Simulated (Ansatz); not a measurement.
# FeO (I4/mmm) in Ansatz: further runs

Runs on FeO. Level: PBE. Tasks: single point.

Everything below comes from runs of Ansatz 0.2.0. Logs are shortened: lines on timing, memory, paths and dates and some standing lists are left out, and cuts for length are marked.

## 1. Starting point

The structure is tetragonal, space group I4/mmm (No. 139). The conventional cell has a = 3.204 Å, b = 3.204 Å, c = 4.167 Å, α = 90.00°, β = 90.00°, γ = 90.00°. Fe (site symmetry 4/mmm) has 6 O at 2.08 to 2.27 Å as nearest neighbours. Around O (site symmetry 4/mmm) lie 6 Fe at 2.08 to 2.27 Å.

The cell comes from a database or a generator and needn't be the stable form of this composition.

## 2. Single point, PBE, collinear spin, random start

Input file input.yaml:

```yaml
crystal:
  lattice:
    - [-1.602103413, 1.602103413, 2.08339225]
    - [1.602103413, -1.602103413, 2.08339225]
    - [1.602103413, 1.602103413, -2.08339225]
  atoms:
    - { symbol: Fe, position: [0.0, 0.0, 0.0], spin: -2.68 }
    - { symbol: O, position: [0.5, 0.5, 0.0] }
hamiltonian:
  xc: pbe
  pseudopotentials: { kind: paw }
magnetization:
  spin_polarized: true
kpoints:
  mp_grid: { grid: [12, 12, 12] }
scf:
  occupations: { method: fermi_dirac, width: 0.05 }
output:
  forces: true
  stress: true
  eigenvalues: true
```

Potentials or basis: Ansatz PAW.

Launch:

```console
> ansatz run input.yaml --threads 2 --pin off --max-ram 5632MiB --backend cpu --events-out ev --progress --plain --runs-dir out
```

Output:

```text
Warning: RAYON_NUM_THREADS=2 ignored (pool sized by the plan → 2); use --threads N
Engine: ansatz 0.2.0, aarch64-unknown-linux-gnu
Pseudopotentials: kind: paw
Pseudopotential: Fe, paw, valence charge 16, recommended cutoff 420 eV (normal), Fe.paw.azcp
Pseudopotential: O, paw, valence charge 6, recommended cutoff 420 eV (normal), O.paw.azcp
Functional definition: PBE
  parameter kappa = 0.804
  parameter beta = 0.06672455060314922
  exchange = pbe_x(kappa = kappa, mu = beta*pi^2/3)
  correlation = pbe_c(beta = beta)
Crystal: 2 atoms, lattice volume = 21.390 Å³
Basis set: ecut = 420 eV, 411 PW (Γ), exchange–correlation on 48×48×48 points (8 copies of the dense FFT grid, shifted against one another)
Bands: 17, of which v1, the nominal top of the filled ones, is band 11 counted from 1 (10 counted from 0)
Symmetry: 16 space group operations
Space group: I4/mmm (ITA 139), of the structure as read, at distance tolerance 2.8e-5 Å
Magnetic group: BNS 139.531 (UNI 1191), of the structure as read, at distance tolerance 2.8e-5 Å
k-points: 163 of 1728
Non-local potential: Fe, projectors of the file, l = 0: 3, l = 1: 2, l = 2: 3, l = 3: 1
Non-local potential: O, projectors of the file, l = 0: 2, l = 1: 2, l = 2: 1
PAW form: soft (Blöchl's): semilocal exchange-correlation on the pseudo side does not see the compensation charge
PAW one-centre angular grid: Fe, 590 points (default); XC on 64 Gauss nodes
PAW one-centre angular grid: O, 110 points (default); XC on 64 Gauss nodes
Initial density: superposition of atomic densities (chi_scale 0.1, normalization cell, long waves kept (reshape's long-wave potential 0.00 eV rms))
Starting moments: Σ|m| = 2.68 μB on 1 of 2 sites
Initial wavefunctions: pseudopotential atomic-orbital guess
Functional: x = pbe(κ = 0.804, μ = 0.2195149727645171), c = pbe(β = 0.06672455060314922)
SCF iter   1: F=—  HF=-5046.990401 eV  |F-HF|=—  |Δ(HF+E_count)|=         —  Δρ=1.62e-1 (↑7.30e-2 ↓1.62e-1)  dr2=3.87e0  dr2_m=2.00e0  M=-3.731 μB ∫|m|=3.731 μB  β_m=0.30  ethr=3.10e-3  ⟨swp⟩=4.4  Hψ=23057  notcnv=0
Mixer restart at iter 1: flushing history
preconditioner: auto → none  [metal: Δε(μ)=0.001 eV  Ē_g=12.561 eV  σ=0.050 eV  W_gap=0.01  n_scr=8 (ndim 8)  ℏωp=30.0 eV  f_vac=0.000  D(μ)=2.89/eV (n_scr^D=50)  sad-step TF]
SCF iter   2: F=—  HF=-5047.033992 eV  |F-HF|=—  |Δ(HF+E_count)|=   4.36e-2  Δρ=1.08e-1 (↑7.40e-2 ↓1.08e-1)  dr2=5.06e-1  dr2_m=1.54e0  M=-3.988 μB ∫|m|=3.989 μB  β_m=0.54  ethr=3.10e-3  ⟨swp⟩=3.1  Hψ=13362  notcnv=0  defer=98
SCF iter   3: F=—  HF=-5047.217102 eV  |F-HF|=—  |Δ(HF+E_count)|=   1.83e-1  Δρ=4.46e-2 (↑4.46e-2 ↓4.38e-2)  dr2=1.42e0  dr2_m=3.88e-2  M=-3.889 μB ∫|m|=3.893 μB  β_m=0.49  ethr=2.30e-3  ⟨swp⟩=2.2  Hψ=10393  notcnv=0  defer=117
SCF iter   4: F=—  HF=-5047.047478 eV  |F-HF|=—  |Δ(HF+E_count)|=   1.70e-1  Δρ=7.55e-3 (↑5.30e-3 ↓7.55e-3)  dr2=1.67e-2  dr2_m=1.22e-3  M=-4.001 μB ∫|m|=4.010 μB  β_m=0.49  ethr=2.30e-3  ⟨swp⟩=2.9  Hψ=10089  notcnv=0  defer=118
SCF iter   5: F=—  HF=-5047.050106 eV  |F-HF|=—  |Δ(HF+E_count)|=         —  Δρ=4.08e-3 (↑2.86e-3 ↓4.08e-3)  dr2=2.81e-3  dr2_m=3.32e-4  M=-4.001 μB ∫|m|=4.011 μB  β_m=0.49  ethr=7.58e-5  ⟨swp⟩=2.6  Hψ=11908  notcnv=0  defer=137
Mixer restart at iter 5: flushing history
SCF iter   6: F=—  HF=-5047.053526 eV  |F-HF|=—  |Δ(HF+E_count)|=   3.42e-3  Δρ=1.30e-3 (↑1.15e-3 ↓1.30e-3)  dr2=3.09e-4  dr2_m=7.99e-5  M=-4.001 μB ∫|m|=4.012 μB  β_m=0.65  ethr=1.28e-5  ⟨swp⟩=2.3  Hψ=10515  notcnv=0  defer=140
SCF iter   7: F=—  HF=-5047.056464 eV  |F-HF|=—  |Δ(HF+E_count)|=   2.94e-3  Δρ=1.71e-3 (↑1.71e-3 ↓1.39e-3)  dr2=1.25e-3  dr2_m=1.68e-5  M=-4.001 μB ∫|m|=4.013 μB  β_m=0.66  ethr=1.41e-6  ⟨swp⟩=2.0  Hψ=9783  notcnv=0  defer=140
SCF iter   8: F=—  HF=-5047.056618 eV  |F-HF|=—  |Δ(HF+E_count)|=   1.54e-4  Δρ=1.08e-3 (↑7.28e-4 ↓1.08e-3)  dr2=3.96e-4  dr2_m=1.29e-5  M=-4.001 μB ∫|m|=4.013 μB  β_m=0.58  ethr=1.41e-6  ⟨swp⟩=2.0  Hψ=10939  notcnv=0  defer=140
SCF iter   9: F=—  HF=-5047.056529 eV  |F-HF|=—  |Δ(HF+E_count)|=   8.90e-5  Δρ=2.59e-4 (↑1.49e-4 ↓2.59e-4)  dr2=1.02e-5  dr2_m=3.61e-6  M=-4.001 μB ∫|m|=4.013 μB  β_m=0.59  ethr=1.41e-6  ⟨swp⟩=2.0  Hψ=7740  notcnv=0  defer=140
SCF iter  10: F=—  HF=-5047.056532 eV  |F-HF|=—  |Δ(HF+E_count)|=   2.84e-6  Δρ=6.94e-5 (↑5.46e-5 ↓6.94e-5)  dr2=5.70e-7  dr2_m=4.85e-7  M=-4.001 μB ∫|m|=4.013 μB  β_m=0.79  ethr=4.66e-8  ⟨swp⟩=2.6  Hψ=8714  notcnv=0  defer=140
SCF iter  11: F=—  HF=-5047.056532 eV  |F-HF|=—  |Δ(HF+E_count)|=   2.22e-7  Δρ=2.50e-5 (↑2.50e-5 ↓7.71e-6)  dr2=3.63e-8  dr2_m=3.42e-8  M=-4.001 μB ∫|m|=4.013 μB  β_m=0.65  ethr=2.59e-9  ⟨swp⟩=2.0  Hψ=8628  notcnv=0  defer=140
SCF iter  12: F=-5047.056532 eV  HF=-5047.056532 eV  |F-HF|=6.53e-9  |Δ(HF+E_count)|=   4.70e-8  Δρ=1.97e-5 (↑1.97e-5 ↓1.15e-6)  dr2=1.99e-8  dr2_m=2.04e-8  M=-4.001 μB ∫|m|=4.013 μB  ethr=1.65e-10  ⟨swp⟩=2.7  Hψ=18983  notcnv=0
SCF 1 converged in 12 iterations: F = -5047.056532 eV  dr2 = 1.99e-8
SCF converged after 12 iterations
Magnetization: -4.0011 μB (8.9995 up, 13.0005 down)
Absolute magnetization: 4.0133 μB (∫|ρ↑−ρ↓|, with the PAW one-centre terms)
Spin contamination: 0.0120 ħ² per cell (⟨S²⟩ above its minimum at these occupations)
Per-site moments (μB) at R_I (Å): [(-3.3980599638352165, 0.8593993031250001), (-0.3096574811628595, 0.8593993031250001)]
Free energy (F): -5047.056532 eV
Harris-Foulkes:  -5047.056532 eV  (|F-HF|=6.53e-9)
Internal energy: -5047.043393 eV  (E = F + TS)
E sigma→0 (E₀):  -5047.049963 eV
Entropy (-TS):   -0.013139 eV (-6.570 meV/atom)
Fermi energy:    13.402995 eV
--- Per-component energies (eV) ---
  E_band       = -291.216290
  E_kinetic    = 513.089125
  E_local      = -2693.634732  (includes V_loc(G=0)·N_el)
  E_nonlocal   = 279.304792
  E_hartree    = 1095.792961
  E_xc         = -187.250688
  E_vxc        = -240.049846  (∫ρ·V_xc dr)
  E_paw        = -1529.295610  (= ΣΔE_a)
  E_vpaw       = -341.512244  (= ΣTr[D̂ρ^β])
  E_aug_tail   = 0.002942  (compensation charges beyond the density's cutoff)
  E_ewald      = -2525.052183
  E_smearing   = -0.013139  (= −TS)
  E_closure    = 0.000000  (closes the sum)
  Σ components = -5047.056532   (vs F -5047.056532, Δ=0.00e0)
--- Forces (eV/Å), atoms counted from 1 ---
  atom   1  Fe    -0.00000000     0.00000000     0.00000000
  atom   2  O      0.00000000     0.00000000     0.00000000
  max |Σ_I F_I| component: 6.16e-32 eV/Å
--- Stress (GPa, compression-positive) ---
      -10.249025       0.000000       0.000000
        0.000000     -10.249025       0.000000
       -0.000000      -0.000000      -5.603032
  P = ⅓ Tr σ = -8.7004 GPa (-87.004 kbar)
--- Band table (eV; the first three rows and the last of 326) ---
  k-point 0 ↑: bands = ["-72.3548", "-38.4934", "-38.4934", "-38.4441", "-6.4247", "10.0181", "10.3430", "10.3430", "12.6774", "12.6774", "12.9366", "13.1411", "13.5465", "14.4907", "28.4293", "30.7039", "30.7909"]
  k-point 1 ↑: bands = ["-72.3544", "-38.4965", "-38.4941", "-38.4455", "-6.3511", "9.5857", "9.8809", "10.2277", "12.5968", "12.8659", "13.0906", "13.4128", "14.0238", "14.7720", "27.7182", "29.8823", "30.4215"]
  k-point 2 ↑: bands = ["-72.3534", "-38.5048", "-38.4962", "-38.4494", "-6.1526", "8.4231", "9.5910", "9.9838", "12.3814", "13.2832", "13.4195", "13.5664", "14.3936", "16.1563", "26.7753", "27.9897", "28.7976"]
  k-point 162 ↓: bands = ["-76.4985", "-42.6082", "-42.5414", "-42.5414", "-5.8418", "6.5577", "8.4478", "8.4478", "8.8566", "10.1107", "10.5388", "10.5388", "10.6060", "18.2802", "22.3051", "23.1432", "26.6198"]
```

Wall time 6.3 s (2 threads of Arm Neoverse V1, shared host); peak memory 0.38 GiB.

What came out:

- Free energy: -5047.0565 eV
- Pressure: -8.7 GPa
- Band gap on the k mesh: none (metal or under the smearing width)
- Net moment: -4.00 μB per cell
- Absolute moment: 4.01 μB per cell
- Site moments: Fe -3.40; O -0.31 μB

Caveat: the pressure holds a Pulay correction of +0.6 GPa for the finite cutoff; a cell with one magnetic atom can't hold antiferromagnetic order, which such compounds often take; semilocal functionals often make such compounds metallic where correlation or magnetic order opens a gap, which also shifts bond lengths.

## 3. Single point, PBE, collinear spin, ferromagnetic start

Edit input.yaml of step 2 so:

```diff
@@ -6,3 +6,3 @@
   atoms:
-    - { symbol: Fe, position: [0.0, 0.0, 0.0], spin: -2.68 }
+    - { symbol: Fe, position: [0.0, 0.0, 0.0], spin: 4.5 }
     - { symbol: O, position: [0.5, 0.5, 0.0] }
@@ -21 +21,5 @@
   eigenvalues: true
+  write_density: true
+  write_potential: true
+  elf: true
+  volumetric_format: npy
```

Potentials or basis: Ansatz PAW.

Launch:

```console
> ansatz run input.yaml --threads 2 --pin off --max-ram 5632MiB --backend cpu --events-out ev --progress --plain --runs-dir out
```

It took 7.8 s on 2 threads of Arm Neoverse V1, shared host; peak memory 0.39 GiB.

It converged, with:

| Item | Value |
| --- | --- |
| Free energy | -5047.0565 eV |
| Pressure | -8.7 GPa |
| Band gap on the k mesh | none (metal or under the smearing width) |
| Net moment | 4.00 μB per cell |
| Absolute moment | 4.01 μB per cell |
| Site moments | Fe +3.40; O +0.31 μB |

Stress tensor (GPa, compression positive):
```
-10.25   0.00   0.00
  0.00 -10.25   0.00
  0.00   0.00  -5.61
```

Levels at points of the mesh, in eV from the Fermi level:
Spin up:
```
              k point  band 9  band 10  band 11  band 12  band 13  band 14  band 15  band 16  band 17  band 18
   (0.00, 0.00, 0.00)   -3.77    -3.63    -3.62    -3.62    -3.57    -0.21    15.08    16.45    16.45    16.56
  (0.00, 0.00, -0.50)   -4.44    -3.38    -2.90    -2.87    -2.81     4.75     7.85    10.78    13.54    14.85
  (0.00, -0.50, 0.00)   -3.10    -3.04    -2.51    -0.84    -0.23     3.79     7.80    11.12    13.07    18.38
(-0.50, -0.50, -0.50)   -4.55    -3.29    -2.86    -2.86    -2.80     4.88     8.90     9.74    13.22    13.22
```
Spin down:
```tsv
k point	band 7	band 8	band 9	band 10	band 11	band 12
(0.00, 0.00, 0.00)	-3.06	-3.06	-0.73	-0.73	-0.47	-0.26
(0.00, 0.00, -0.50)	-4.45	-3.89	-1.84	0.51	0.62	0.79
(0.00, -0.50, 0.00)	-5.00	-4.82	0.23	0.52	0.62	2.28
(-0.50, -0.50, -0.50)	-4.41	-4.41	-1.96	0.72	0.72	0.82
```

Caveat: the pressure holds a Pulay correction of +0.6 GPa for the finite cutoff; a cell with one magnetic atom can't hold antiferromagnetic order, which such compounds often take; semilocal functionals often make such compounds metallic where correlation or magnetic order opens a gap, which also shifts bond lengths.
